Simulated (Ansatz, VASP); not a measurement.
## Ir: VASP beside Ansatz

Contents of INCAR:

```
PREC     = Accurate       # precision mode
ENCUT    = 520            # plane-wave cutoff, eV
EDIFF    = 1E-6           # SCF threshold, eV
ISMEAR   = 0              # smearing method
SIGMA    = 0.1            # smearing width, eV
LREAL    = False          # projectors in reciprocal space
LASPH    = True           # aspherical terms in the spheres
NELM     = 100            # most SCF steps
ALGO     = Fast           # electronic algorithm
ISIF     = 2              # what is computed and relaxed
LWAVE    = False          # write WAVECAR
LCHARG   = False          # write CHGCAR
GGA      = PE             # functional
NBANDS   = 20             # bands
```

File KPOINTS:

```
Automatic mesh
0
Gamma
  9 9 9
```

The input POSCAR:

```
Ir
1.0
    1.2992976264      0.7501498344      6.0960217112
   -1.2992976264      0.7501498344      6.0960217112
    0.0000000000     -1.5002996688      6.0960217112
Ir
3
Direct
    0.0000000000      0.0000000000      0.0000000000
    0.2240022373      0.2240022373      0.2240022373
    0.7759977627      0.7759977627      0.7759977627
```

Input for Ansatz:

```yaml
crystal:
  lattice:
    - [1.2992976264, 0.7501498344, 6.0960217112]
    - [-1.2992976264, 0.7501498344, 6.0960217112]
    - [0.0, -1.5002996688, 6.0960217112]
  atoms:
    - { symbol: Ir, position: [0.0, 0.0, 0.0] }
    - { symbol: Ir, position: [0.2240022373, 0.2240022373, 0.2240022373] }
    - { symbol: Ir, position: [0.7759977627, 0.7759977627, 0.7759977627] }
basis:
  ecutwfc: 420
kpoints:
  mp_grid: { grid: [9, 9, 9] }
hamiltonian:
  xc: pbe
scf:
  occupations: { method: gaussian, width: 0.1 }
output:
  forces: true
  stress: true
  eigenvalues: true
```

Alike in both runs: task single point; functional PBE; k mesh 9 × 9 × 9; occupations gaussian, width 0.1 eV; no spin polarisation.

```csv
,VASP,Ansatz
version,VASP 6.6.1,Ansatz 0.2.0
potentials or method,"VASP PAW PBE potentials, release 64 (Ir)","scalar-relativistic, plane waves, PAW"
plane-wave cutoff (eV),520,420
valence electrons in the cell,27,51
```

VASP gave:

| Property | Result |
| --- | --- |
| gap on the k mesh at the Fermi level (eV) | none |
| pressure (GPa) | 120.0 |
| largest component of the traceless stress (GPa) | 27.39 |
| rms of the force components (eV/Å) | 0.824 |

Task: Estimate Ansatz's values.

Result: gap on the k mesh at the Fermi level (eV): none; pressure (GPa): 117.6; largest component of the traceless stress (GPa): 27.32; rms of the force components (eV/Å): 0.806.

Atom by atom the forces differ by 0.017 eV/Å (rms over components). A gap of «none» marks a metal or a gap that the smearing closes. With one functional, cell and mesh, what is left measures potentials, basis and numerics. The two sets of potentials don't hold the same shells in valence.

Caveats: the cell as given lies far from equilibrium; so large a pressure means that the cell lies far from this level's equilibrium, or that cutoff or potentials fall short (VASP); forces of over 1 eV/Å show positions far from the minimum, so gaps and moduli don't describe the material at rest. Spin-orbit coupling is left out, which matters for the levels of Ir.
